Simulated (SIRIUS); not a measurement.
Crystal: MnO.

```xyz
2
Lattice="0.0000 2.2239 2.2239 2.2239 0.0000 2.2239 2.2239 2.2239 0.0000" Properties=species:S:1:pos:R:3 pbc="T T T"
Mn    0.0000    0.0000    0.0000
O     2.2239    2.2239    2.2239
```

The cell is a database's computed one.

Base run:

```yaml
Program: SIRIUS 7.10.0
Functional: RPBE
Potentials_or_basis: PseudoDojo 0.4.1 PBE standard (scalar relativistic)
Cutoff: 1307 eV
Density_cutoff: 5227 eV
k_mesh: 7 × 7 × 7
Occupations: fermi-dirac, width 0.05 eV
Spin: collinear spin, ferromagnetic start
Starting_moments: "[4.0, 0.0] μB"
```

Its results: band gap on the k mesh none (metal or under the smearing width); pressure 6.4 GPa; net moment 4.89 μB per cell.

Problem. After a change of settings the same cell gave: band gap on the k mesh none (metal or under the smearing width); pressure 4.9 GPa; net moment 4.88 μB per cell. Which change was it?
A. functional from RPBE to revPBE; libxc names from ["XC_GGA_X_RPBE", "XC_GGA_C_PBE"] to ["XC_GGA_X_PBE_R", "XC_GGA_C_PBE"]
B. functional from RPBE to BLYP; libxc names from ["XC_GGA_X_RPBE", "XC_GGA_C_PBE"] to ["XC_GGA_X_B88", "XC_GGA_C_LYP"]
C. functional from RPBE to LDA; libxc names from ["XC_GGA_X_RPBE", "XC_GGA_C_PBE"] to ["XC_LDA_X", "XC_LDA_C_PW"]
D. functional from RPBE to PBEsol; libxc names from ["XC_GGA_X_RPBE", "XC_GGA_C_PBE"] to ["XC_GGA_X_PBE_SOL", "XC_GGA_C_PBE_SOL"]

Solution. A.

Caveats: the potentials were made for another functional, which shifts forces and pressure; a cell with one magnetic atom can't hold antiferromagnetic order, which such compounds often take; semilocal functionals often make such compounds metallic where correlation or magnetic order opens a gap, which also shifts bond lengths.

Not every run made on this cell is shown here.
